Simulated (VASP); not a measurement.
# Be (Cmce) in VASP: single point with PBE

Aim: the single point of Be with PBE.

All numbers are computed with VASP 6.6.1; they aren't measurements. Logs are shortened: lines on timing, memory, paths and dates and some standing lists are left out, and cuts for length are marked.

### Step 1. The structure

It takes space group Cmce (No. 64, orthorhombic). Conventional cell: a = 4.213 Å, b = 2.784 Å, c = 5.679 Å, α = 90.00°, β = 90.00°, γ = 90.00°. Be (site symmetry m) is surrounded by 1 Be at 1.57 Å.

The cell was built by a generator and needn't be a form met in nature.

### Step 2. Single point, PBE

Input file INCAR:

```
SYSTEM = Be
PREC     = Accurate       ! precision mode
ENCUT    = 520            ! plane-wave cutoff, eV
EDIFF    = 1E-6           ! SCF threshold, eV
ISMEAR   = -1             ! smearing method
SIGMA    = 0.1            ! smearing width, eV
LREAL    = .False.        ! projectors in reciprocal space
LASPH    = .True.         ! aspherical terms in the spheres
NELM     = 80             ! most SCF steps
ALGO     = Fast           ! electronic algorithm
ISIF     = 2              ! what is computed and relaxed
LWAVE    = .False.        ! write WAVECAR
LCHARG   = .True.         ! write CHGCAR
GGA      = PE             ! functional
LELF     = .True.         ! ELF
LVHAR    = .True.       
NBANDS   = 12             ! bands
```

Input file KPOINTS:

```
Automatic mesh
0
Gamma
  12 12 5
  0 0 0
```

Input file POSCAR:

```
Be
1.0
    2.1064200000      1.3921820000      0.0000000000
    2.1064200000     -1.3921820000      0.0000000000
    0.0000000000      0.0000000000     -5.6790580000
Be
4
Direct
    0.1500000000      0.8500000000      0.8830000000
    0.3500000000      0.6500000000      0.3830000000
    0.8500000000      0.1500000000      0.1170000000
    0.6500000000      0.3500000000      0.6170000000
```

Potentials or basis: VASP PAW PBE potentials, release 64 (Be).

Started as:

```bash
cat potpaw_PBE.64/Be/POTCAR > POTCAR
mpirun -np 1 vasp_std > vasp.out
```

OUTCAR:

```text
SYSTEM = Be
   PREC = Accurate
   ENCUT = 520
   EDIFF = 1E-6
   ISMEAR = -1
   LREAL = .False.
   LASPH = .True.
   NELM = 80
   ISIF = 2
   GGA = PE

 ion  position               nearest neighbor table
   1  0.150  0.850  0.883-   3 1.57   4 2.05   4 2.05   3 2.36
   2  0.350  0.650  0.383-   4 1.57   3 2.05   3 2.05   4 2.36
   3  0.850  0.150  0.117-   1 1.57   2 2.05   2 2.05   1 2.36
   4  0.650  0.350  0.617-   2 1.57   1 2.05   1 2.05   2 2.36

  LATTYP: Found a base centered orthorhombic cell.
 ALAT       =     2.7843640000
 B/A-ratio  =     1.5130349337
 C/A-ratio  =     2.0396248479

  Lattice vectors:

 A1 = (  -2.1064200000,   1.3921820000,   0.0000000000)
 A2 = (   2.1064200000,   1.3921820000,   0.0000000000)
 A3 = (   0.0000000000,   0.0000000000,  -5.6790580000)

Analysis of symmetry for initial positions (statically):
=====================================================================
 Subroutine PRICEL returns:
 Original cell was already a primitive cell.

 Routine SETGRP: Setting up the symmetry group for a
 base centered orthorhombic supercell.

 Subroutine GETGRP returns: Found  8 space group operations
 (whereof  4 operations were pure point group operations)
 out of a pool of  8 trial point group operations.

The static configuration has the point symmetry C_2h.
 The point group associated with its full space group is D_2h.

Analysis of symmetry for dynamics (positions and initial velocities):
=====================================================================
 Subroutine PRICEL returns:
 Original cell was already a primitive cell.

 Routine SETGRP: Setting up the symmetry group for a
 base centered orthorhombic supercell.

 Subroutine GETGRP returns: Found  8 space group operations
 (whereof  4 operations were pure point group operations)
 out of a pool of  8 trial point group operations.

The dynamic configuration has the point symmetry C_2h.
 The point group associated with its full space group is D_2h.

 Subroutine INISYM returns: Found  8 space group operations
 (whereof  4 operations are pure point group operations),
 and found     1 'primitive' translations

----------------------------------------------------------------------------------------

                                     Primitive cell

  volume of cell :      33.3079

  direct lattice vectors                    reciprocal lattice vectors
     2.106420000  1.392182000  0.000000000     0.237369565  0.359148445  0.000000000
     2.106420000 -1.392182000  0.000000000     0.237369565 -0.359148445  0.000000000
     0.000000000  0.000000000 -5.679058000     0.000000000  0.000000000 -0.176085541

  length of vectors
     2.524911075  2.524911075  5.679058000     0.430501935  0.430501935  0.176085541

  position of ions in fractional coordinates (direct lattice)
     0.150000000  0.850000000  0.883000000
     0.350000000  0.650000000  0.383000000
     0.850000000  0.150000000  0.117000000
     0.650000000  0.350000000  0.617000000

  ion indices of the primitive-cell ions
   primitive index   ion index
                 1           1
                 2           2
                 3           3
                 4           4

----------------------------------------------------------------------------------------

 KPOINTS: Automatic mesh

Automatic generation of k-mesh.
 Grid dimensions read from file:
 generate k-points for:   12   12    5

 Generating k-lattice:

  Cartesian coordinates                     Fractional coordinates (reciprocal lattice)
     0.019780797  0.029929037  0.000000000     0.083333333  0.000000000  0.000000000
     0.019780797 -0.029929037  0.000000000     0.000000000  0.083333333  0.000000000
     0.000000000  0.000000000 -0.035217108     0.000000000  0.000000000  0.200000000

  Length of vectors
     0.035875161  0.035875161  0.035217108

  Shift w.r.t. Gamma in fractional coordinates (k-lattice)
     0.000000000  0.000000000  0.000000000

 Subroutine IBZKPT returns following result:
 ===========================================

 Found    129 irreducible k-points:

 Following reciprocal coordinates:
            Coordinates               Weight
  0.000000  0.000000  0.000000      1.000000
  0.083333  0.000000  0.000000      4.000000
  0.166667  0.000000  0.000000      4.000000
  0.250000  0.000000  0.000000      4.000000
  0.333333  0.000000  0.000000      4.000000
  0.416667 -0.000000  0.000000      4.000000
[... 16 lines left out ...]
  0.500000  0.166667  0.000000      4.000000
 -0.416667  0.166667  0.000000      4.000000
 [... further k-points ...]
   k-points           NKPTS =    129   k-points in BZ     NKDIM =    129   number of bands    NBANDS=     12
   number of dos      NEDOS =    301   number of ions     NIONS =      4
   total plane-waves  NPLWV =  16800
   dimension x,y,z NGX =    20 NGY =   20 NGZ =   42
   dimension x,y,z NGXF=    40 NGYF=   40 NGZF=   84
   ions per type =               4
   NGX,Y,Z   is equivalent  to a cutoff of  13.17, 13.17, 12.29 a.u.
   NGXF,Y,Z  is equivalent  to a cutoff of  26.34, 26.34, 24.59 a.u.
 SYSTEM =  Be
   PREC   = accura    normal or accurate (medium, high low for compatibility)
   ISTART =      0    job   : 0-new  1-cont  2-samecut
   ICHARG =      2    charge: 1-file 2-atom 10-const
   ISPIN  =      1    spin polarized calculation?
   LNONCOLLINEAR =      F non collinear calculations
   LSORBIT =      F    spin-orbit coupling
   LASPH  =      T    aspherical Exc in radial PAW
   ENCUT  =  520.0 eV  38.22 Ry    6.18 a.u.   4.69  4.69 10.56*2*pi/ulx,y,z
   NELM   =     80;   NELMIN=  2; NELMDL= -5     # of ELM steps
   EDIFF  = 0.1E-05   stopping-criterion for ELM
   LREAL  =      F    real-space projection
   EDIFFG = 0.1E-04   stopping-criterion for IOM
   NSW    =      0    number of steps for IOM
   IBRION =     -1    ionic relax: 0-MD 1-quasi-New 2-CG
   NFREE  =      0    steps in history (QN), initial steepest desc. (CG)
   ISIF   =      2    stress and relaxation
   ISYM   =      2    0-nonsym 1-usesym 2-fastsym
   POTIM  = 0.5000    time-step for ionic-motion
   TEBEG  =    0.0;   TEEND  =   0.0 temperature during run
   PSTRESS=    0.0 pullay stress
   NELECT =       8.0000    total number of electrons
   NUPDOWN=      -1.0000    fix difference up-down
   EMIN   =  10.00;   EMAX   =-10.00  energy-range for DOS
   EFERMI =   0.00;   METHOD = LEGACY
   ISMEAR =    -1;   SIGMA  =   0.10  broadening in eV -4-tet -1-fermi 0-gaus
   EFERMI_NEDOS =   21; number of points for ismear=-14 and -15
   IALGO  =     68    algorithm
   IMIX   =      4    mixing-type and parameters
     AMIX     =   0.40;   BMIX     =  1.00
     AMIX_MAG =   1.60;   BMIX_MAG =  1.00
  volume/ion in A,a.u.               =       8.33        56.19
  Fermi-wavevector in a.u.,A,eV,Ry     =   1.017628  1.923038 14.089742  1.035567
  Thomas-Fermi vector in A             =   2.151040
   LORBIT       =      0    0 simple, 1 ext, 2 COOP (PROOUT), +10 PAW based schemes
   GGA     = PE    functional components
   LHFCALC =     F    Hartree Fock is set to
   AEXX    =    0.0000 exact exchange contribution
   IVDW    =     0    specifies the selected vdW correction
   LEPSILON=     F    determine dielectric tensor
   LRPA    =     F    only Hartree local field effects (RPA)
 non-spin polarized calculation
 RMM-DIIS sequential band-by-band and
  energy-cutoff  :      520.00
  volume of cell :       33.31
 maximum number of plane-waves:       909
   NGX =  9   NGY =  9   NGZ = 21

 number of electron       8.0000000 magnetization

 Free energy of the ion-electron system (eV)
  ---------------------------------------------------
  ext. energy  EPLUGINS =         0.00000000
  ---------------------------------------------------
  free energy    TOTEN  =       -10.08649174 eV

  energy without entropy =      -10.06195971  energy(sigma->0) =      -10.07422572

 E-fermi :   6.4225     XC(G=0): -10.3872

 val. band max:        6.3986865649   @ k =   0.4167   0.2500   0.0000
 cond. band min:       6.4435998838   @ k =  -0.4167   0.3333   0.0000
 fundamental gap:      0.0449133190
 Fermi energy:         6.4225355890

 k-point     1 :       0.0000    0.0000    0.0000
  band No.  band energies     occupation
      1      -4.3782      2.00000
      2      -1.0545      2.00000
      3      -0.8700      2.00000
      4       6.6634      0.16501
      5      13.5520      0.00000
      6      13.8687      0.00000
      7      16.1458      0.00000
      8      17.5802      0.00000
      9      17.9878      0.00000
     10      18.2496      0.00000
     11      18.4155      0.00000
     12      20.2357      0.00000

 k-point     2 :       0.0833    0.0000    0.0000
  band No.  band energies     occupation
      1      -4.2355      2.00000
      2      -0.9241      2.00000
      3      -0.7303      2.00000
      4       6.8219      0.03619
      5      12.0866      0.00000
      6      14.8003      0.00000
      7      15.7289      0.00000
      8      16.1519      0.00000
      9      16.8848      0.00000
     10      17.7279      0.00000
     11      18.9233      0.00000
     12      20.2926      0.00000

 k-point     3 :       0.1667    0.0000    0.0000
  band No.  band energies     occupation
      1      -3.8067      2.00000
      2      -0.5371      2.00000
      3      -0.3158      2.00000
      4       7.2805      0.00038
      5       9.8962      0.00000
      6      14.0216      0.00000
      7      14.7048      0.00000
      8      14.7361      0.00000
      9      16.2988      0.00000
     10      16.7390      0.00000
     11      18.0144      0.00000
     12      19.4236      0.00000
[... 286 lines left out ...]
 k-point    23 :       0.5000    0.1667    0.0000
  band No.  band energies     occupation
      1       0.0299      2.00000
      2       2.3062      2.00000
      3       2.9305      2.00000
      4       3.1696      2.00000
      5       7.4722      0.00006
      6       7.8128      0.00000
      7       9.3339      0.00000
      8      12.3654      0.00000
      9      12.3663      0.00000
     10      13.5702      0.00000
     11      16.6471      0.00000
     12      18.3192      0.00000

 k-point    24 :      -0.4167    0.1667    0.0000
  band No.  band energies     occupation
      1       0.9146      2.00000
      2       1.6258      2.00000
      3       3.0317      2.00000
      4       3.0659      2.00000
      5       7.3266      0.00024
      6       7.5039      0.00004
      7       8.7910      0.00000
      8      11.5820      0.00000
      9      13.0685      0.00000
     10      13.9387      0.00000
     11      15.0005      0.00000
     12      19.0576      0.00000

 [... further k-points ...]

------------------------ aborting loop because EDIFF is reached ----------------------------------------

  FORCE on cell =-STRESS in cart. coord.  units (eV):
  Direction    XX          YY          ZZ          XY          YZ          ZX
  --------------------------------------------------------------------------------------
  -------------------------------------------------------------------------------------
  Total       -5.8342869      4.5225002     15.9319116      0.0000000     -0.0000000      0.0000000
  in kB     -280.6409756    217.5413862    766.3571004      0.0000000     -0.0000000      0.0000000
  external PRESSURE =     234.4191703 kB  Pullay stress =       0.0000000 kB

 VOLUME and BASIS-vectors are now :
 -----------------------------------------------------------------------------
  energy-cutoff  :      520.00
  volume of cell :       33.31
      direct lattice vectors                 reciprocal lattice vectors
     2.106420000  1.392182000  0.000000000     0.237369565  0.359148445  0.000000000
     2.106420000 -1.392182000  0.000000000     0.237369565 -0.359148445  0.000000000
     0.000000000  0.000000000 -5.679058000     0.000000000  0.000000000 -0.176085541

 POSITION                                       TOTAL-FORCE (eV/Angst)
 -----------------------------------------------------------------------------------
      2.10642     -0.97453     -5.01461         0.000000      4.847064      4.776936
      2.10642     -0.41765     -2.17508         0.000000     -4.847064      4.776936
      2.10642      0.97453     -0.66445         0.000000     -4.847064     -4.776936
      2.10642      0.41765     -3.50398         0.000000      4.847064     -4.776936
 -----------------------------------------------------------------------------------
    total drift:                               -0.000000      0.000000      0.000000

  FREE ENERGIE OF THE ION-ELECTRON SYSTEM (eV)
  ---------------------------------------------------
  free  energy   TOTEN  =       -10.0864917353 eV

  energy  without entropy=      -10.0619597131  energy(sigma->0) =      -10.07422572
```

Run time: 29 s. Hardware: 1 thread of Intel Xeon Platinum 8488C (Sapphire Rapids), shared host; peak memory 0.16 GiB.

What came out:

```yaml
Free_energy: -10.0865 eV
Pressure: 23.4 GPa
Largest_force: 6.805 eV/Å
Band_gap_on_the_k_mesh: none (metal or under the smearing width)
```

Forces in eV/Å, atoms in the order of the input:
```
Be   0.000  4.847  4.777
Be   0.000 -4.847  4.777
Be   0.000 -4.847 -4.777
Be   0.000  4.847 -4.777
```

Caveat: so large a pressure means that the cell lies far from this level's equilibrium, or that cutoff or potentials fall short; forces of over 1 eV/Å show positions far from the minimum, so gaps and moduli don't describe the material at rest.
